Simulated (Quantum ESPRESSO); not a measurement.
# Al in Quantum ESPRESSO: a series of runs

Aim: see how the results for Al move with the level of theory and the settings. Levels: PBE, PBE+D2, PBE+D3, PBE+D3(BJ). Tasks: relaxation of the atoms.

All numbers are computed with Quantum ESPRESSO 7.5; they aren't measurements. Logs are shortened: lines on timing, memory, paths and dates and some standing lists are left out, and cuts for length are marked.

## Step 1: Starting point

The cell holds a slab with vacuum, 5 atoms: a = 2.827 Å, b = 2.827 Å, c = 24.186 Å, α = 90.00°, β = 90.00°, γ = 120.00°.

The slab is cut from a database's or a generator's crystal, which needn't be the stable form of the element.

## Step 2: Relaxation of the atoms, PBE

pw.in

```
&CONTROL
  calculation = 'relax'
  prefix = 'pwscf'
  outdir = './tmp'
  pseudo_dir = './pseudo'
  tprnfor = .true.
  disk_io = 'low'
  nstep = 30
  forc_conv_thr = 0.001
  etot_conv_thr = 0.0001
  max_seconds = 1386
/
&SYSTEM
  ibrav = 0
  nat = 5
  ntyp = 2
  ecutwfc = 45
  ecutrho = 270
  nbnd = 13
  occupations = 'smearing'
  smearing = 'fd'
  degauss = 0.00367493
/
&ELECTRONS
  conv_thr = 1d-07
  electron_maxstep = 150
  mixing_beta = 0.3
  mixing_mode = 'local-TF'
/
&IONS
  upscale = 10
  ion_dynamics = 'bfgs'
/
ATOMIC_SPECIES
Al    26.9815 al_pbe_v1.uspp.F.UPF
Al9   26.9815 al_pbe_v1.uspp.F.UPF
CELL_PARAMETERS angstrom
   2.8270770242    0.0000000000    0.0000000000
  -1.4135385121    2.4483205214    0.0000000000
   0.0000000000    0.0000000000   24.1859930700
ATOMIC_POSITIONS crystal
Al9    0.0000000000    0.0000000000    0.3100968390  0 0 0
Al9    0.3333333300    0.6666666600    0.4050484195  0 0 0
Al     0.0000000000    0.0000000000    0.5000000000
Al     0.6666666700    0.3333333400    0.5949515805
Al     0.0000000000    0.0000000000    0.6899031610
K_POINTS automatic
11 11 1 0 0 0
```

Potentials or basis: GBRV 1.5 PBE.

Started as:

```sh
> OMP_NUM_THREADS=1 mpirun -n 2 pw.x -nk 2 -in pw.in > pw.out
```

pw.out:

```text
This program is part of the open-source Quantum ESPRESSO suite
     for quantum simulation of materials; please cite
[... 13 lines left out ...]
     --------------------
     sticks:   dense  smooth     PW     G-vecs:    dense   smooth      PW
     Sum         517     361    109                84299    46155    7933

     Using Slab Decomposition

     bravais-lattice index     =            0
     lattice parameter (alat)  =       5.3424  a.u.
     unit-cell volume          =    1129.7086 (a.u.)^3
     number of atoms/cell      =            5
     number of atomic types    =            2
     number of electrons       =        15.00
     number of Kohn-Sham states=           13
     kinetic-energy cutoff     =      45.0000  Ry
     charge density cutoff     =     270.0000  Ry
     scf convergence threshold =      1.0E-07
     mixing beta               =       0.3000
     number of iterations used =            8  local-TF  mixing
     energy convergence thresh.=      1.0E-04
     force convergence thresh. =      1.0E-03
     Exchange-correlation= SLA  PW   PBE  PBE
                           (   1   4   3   4   0   0   0)
     nstep                     =           30

     celldm(1)=   5.342401  celldm(2)=   0.000000  celldm(3)=   0.000000
     celldm(4)=   0.000000  celldm(5)=   0.000000  celldm(6)=   0.000000

     crystal axes: (cart. coord. in units of alat)
               a(1) = (   1.000000   0.000000   0.000000 )
               a(2) = (  -0.500000   0.866025   0.000000 )
               a(3) = (   0.000000   0.000000   8.555123 )

     reciprocal axes: (cart. coord. in units 2 pi/alat)
               b(1) = (  1.000000  0.577350 -0.000000 )
               b(2) = (  0.000000  1.154701  0.000000 )
               b(3) = (  0.000000 -0.000000  0.116889 )

     PseudoPot. # 1 for Al read from file:
     al_pbe_v1.uspp.F.UPF
     Pseudo is Ultrasoft + core correction, Zval =  3.0
     Generated by new atomic code, or converted to UPF format
     Using radial grid of  893 points,  3 beta functions with:
                l(1) =   0
                l(2) =   1
                l(3) =   2
     Q(r) pseudized with  8 coefficients,  rinner =    0.900   0.900   0.900
                                                       0.900   0.900

     PseudoPot. # 2 for Al read from file:
     al_pbe_v1.uspp.F.UPF
     Pseudo is Ultrasoft + core correction, Zval =  3.0
     Generated by new atomic code, or converted to UPF format
     Using radial grid of  893 points,  3 beta functions with:
                l(1) =   0
                l(2) =   1
                l(3) =   2
     Q(r) pseudized with  8 coefficients,  rinner =    0.900   0.900   0.900
                                                       0.900   0.900

     atomic species   valence    mass     pseudopotential
     Al                3.00    26.98150     Al( 1.00)
     Al9               3.00    26.98150     Al( 1.00)

      6 Sym. Ops. (no inversion) found

   Cartesian axes

     site n.     atom                  positions (alat units)
[... 137 lines left out ...]

    -9.0765  -8.4388  -7.3558  -5.8279  -4.0337  -1.9157   0.3996   2.7975
     4.7199   5.8288   6.0699   7.7839   7.9512
[... 73 lines left out ...]
    -1.7805  -1.6775  -1.2455  -1.0376  -0.3594   0.1303   0.3750   0.8084
     1.4119   1.7811   2.2282   3.0871   3.5535

     the Fermi energy is     1.8474 ev

!    total energy              =     -33.48026322 Ry
     estimated scf accuracy    <          7.9E-09 Ry
     smearing contrib. (-TS)   =      -0.00165240 Ry
     internal energy E=F+TS    =     -33.47861083 Ry

     The total energy is F=E-TS. E is the sum of the following terms:
     one-electron contribution =    -211.28749768 Ry
     hartree contribution      =     109.81071596 Ry
     xc contribution           =     -21.31943464 Ry
     ewald contribution        =      89.31760553 Ry

     convergence has been achieved in   7 iterations

     negative rho (up, down):  7.023E-05 0.000E+00

     Forces acting on atoms (cartesian axes, Ry/au):

     atom    1 type  2   force =     0.00000000   -0.00000000   -0.01241574
     atom    2 type  2   force =     0.00000000    0.00000000    0.01127050
     atom    3 type  1   force =     0.00000000    0.00000000    0.00193434
     atom    4 type  1   force =     0.00000000   -0.00000000   -0.00122402
     atom    5 type  1   force =     0.00000000   -0.00000000    0.00043491

     Total force =     0.002330     Total SCF correction =     0.000106
     Energy error            =      4.7E-05 Ry
     Gradient error          =      1.9E-03 Ry/Bohr

     number of scf cycles    =  18
     number of bfgs steps    =  17

     energy             old  =     -33.4802158921 Ry
     energy             new  =     -33.4802632232 Ry

     CASE: energy            _new < energy            _old

     new trust radius        =       0.0215382530 bohr
     new conv_thr            =       0.0000000100 Ry

ATOMIC_POSITIONS (crystal)
Al9              0.0000000000        0.0000000000        0.3100968390    0   0   0
Al9              0.3333333300        0.6666666600        0.4050484195    0   0   0
Al              -0.0000000000       -0.0000000000        0.5046433078
Al               0.6666666700        0.3333333400        0.6038501264
Al               0.0000000000        0.0000000000        0.7041245028

     NEW-OLD atomic charge density approx. for the potential

     negative rho (up, down):  6.971E-05 0.000E+00

     Self-consistent Calculation

     iteration #  1     ecut=    45.00 Ry     beta= 0.30
     Davidson diagonalization with overlap
     ethr =  1.00E-06,  avg # of iterations =  2.9

     negative rho (up, down):  6.920E-05 0.000E+00
[... 58 lines left out ...]
     iteration #  8     ecut=    45.00 Ry     beta= 0.30
     Davidson diagonalization with overlap
     ethr =  1.21E-10,  avg # of iterations =  1.3

     negative rho (up, down):  6.976E-05 0.000E+00

     End of self-consistent calculation

          k = 0.0000 0.0000 0.0000 (  5749 PWs)   bands (ev):

    -9.0684  -8.4363  -7.3500  -5.8276  -4.0357  -1.9160   0.3968   2.7903
     4.7167   5.8266   6.0692   7.7822   7.9496
[... 73 lines left out ...]
    -1.7707  -1.6702  -1.2439  -1.0350  -0.3527   0.1361   0.3834   0.8098
     1.4126   1.7818   2.2336   3.0860   3.5522

     the Fermi energy is     1.8484 ev

!    total energy              =     -33.48028578 Ry
     estimated scf accuracy    <          6.7E-10 Ry
     smearing contrib. (-TS)   =      -0.00163542 Ry
     internal energy E=F+TS    =     -33.47865036 Ry

     The total energy is F=E-TS. E is the sum of the following terms:
     one-electron contribution =    -211.03312855 Ry
     hartree contribution      =     109.68425405 Ry
     xc contribution           =     -21.31802492 Ry
     ewald contribution        =      89.18824906 Ry

     convergence has been achieved in   8 iterations

     negative rho (up, down):  6.976E-05 0.000E+00

     Forces acting on atoms (cartesian axes, Ry/au):

     atom    1 type  2   force =     0.00000000   -0.00000000   -0.01225675
     atom    2 type  2   force =     0.00000000   -0.00000000    0.01221171
     atom    3 type  1   force =     0.00000000    0.00000000    0.00002450
     atom    4 type  1   force =     0.00000000   -0.00000000   -0.00000674
     atom    5 type  1   force =     0.00000000   -0.00000000    0.00002729

     Total force =     0.000037     Total SCF correction =     0.000029
     SCF correction compared to forces is large: reduce conv_thr to get better values
     Energy error            =      2.3E-05 Ry
     Gradient error          =      2.7E-05 Ry/Bohr

     bfgs converged in  19 scf cycles and  18 bfgs steps
     (criteria: energy <  1.0E-04 Ry, force <  1.0E-03 Ry/Bohr)

     End of BFGS Geometry Optimization

     Final energy             =     -33.4802857847 Ry

Begin final coordinates

ATOMIC_POSITIONS (crystal)
Al9              0.0000000000        0.0000000000        0.3100968390    0   0   0
Al9              0.3333333300        0.6666666600        0.4050484195    0   0   0
Al              -0.0000000000       -0.0000000000        0.5046433078
Al               0.6666666700        0.3333333400        0.6038501264
Al               0.0000000000        0.0000000000        0.7041245028
End final coordinates

=------------------------------------------------------------------------------=
   JOB DONE.
=------------------------------------------------------------------------------=
```

Run time: 3.4 min. Hardware: 2 MPI ranks of Arm Neoverse V1, shared host; peak memory 0.26 GiB.

Results:

* Free energy: -455.5225 eV
* Energy gained by relaxing: 7.6 meV/atom
* Ionic steps: 19
* Band gap on the k mesh: none (metal or under the smearing width)

The path:
| step | energy change (eV) | largest force (eV/Å) |
| --- | --- | --- |
| 1 | 0.0000 | 0.2624 |
| 2 | -0.0015 | 0.2417 |
| 3 | -0.0029 | 0.2205 |
| 4 | -0.0047 | 0.1917 |
| 5 | -0.0070 | 0.1529 |
| 6 | -0.0095 | 0.1026 |
| 7 | -0.0119 | 0.1514 |
| 8 | -0.0134 | 0.1874 |
| 9 | -0.0148 | 0.2039 |
| 10 | -0.0168 | 0.2053 |
| 11 | -0.0202 | 0.1918 |
| 12 | -0.0249 | 0.1598 |
| 13 | -0.0291 | 0.1785 |
| 14 | -0.0329 | 0.1697 |
| 15 | -0.0357 | 0.1351 |
| 16 | -0.0363 | 0.1144 |
| 17 | -0.0368 | 0.0889 |
| 18 | -0.0375 | 0.0497 |
| 19 | -0.0378 | 0.0007 |

Final structure:
```
Al
1.0
     2.82708    0.00000    0.00000
    -1.41354    2.44832    0.00000
     0.00000    0.00000   24.18599
Al
5
Direct
  0.00000 0.00000 0.31010
  0.33333 0.66667 0.40505
  0.00000 0.00000 0.50464
  0.66667 0.33333 0.60385
  0.00000 0.00000 0.70412
```

Levels at points of the mesh, in eV from the Fermi level:
```tsv
k point	band 3	band 4	band 5	band 6	band 7	band 8	band 9	band 10	band 11	band 12
(0.00, 0.00, 0.00)	-9.20	-7.68	-5.88	-3.76	-1.45	0.94	2.87	3.98	4.22	5.93
```

[end of part 1 of 2]
